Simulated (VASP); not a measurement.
AlP:

```
Al P
1.0
     0.00000    2.75340    2.75340
     2.75340    0.00000    2.75340
     2.75340    2.75340    0.00000
Al P
1 1
Direct
  0.00000 0.00000 0.00000
  0.25000 0.25000 0.25000
```

- Program: VASP 6.6.1
- Task: relaxation of cell and atoms
- Functional: LDA
- Potentials or basis: VASP PAW LDA potentials, release 64 (Al, P)
- Cutoff: 600 eV
- k mesh: 8 × 8 × 8
- Occupations: gaussian, width 0.02 eV
- Spin: no spin polarisation

At the start: pressure -3.3 GPa; volume 20.87 Å³/atom.

How do energy, volume and symmetry change on relaxing?

Over 3 steps the energy falls by 8.5 meV/atom and the volume is 20.07 Å³/atom (-3.8 %); space group F-43m (No. 216, to 0.05 Å).

Step by step:
```
step  energy change (eV)  largest force (eV/Å)  pressure (GPa)  volume (Å³)
   1              0.0000                0.0000           -3.27        41.75
   2             -0.0109                0.0000            2.17        39.23
   3             -0.0169                0.0000            0.00        40.14
```

Final structure:
```
Al P
1.0
     0.00000    2.71765    2.71765
     2.71765    0.00000    2.71765
     2.71765    2.71765    0.00000
Al P
1 1
Direct
  0.00000 0.00000 0.00000
  0.25000 0.25000 0.25000
```
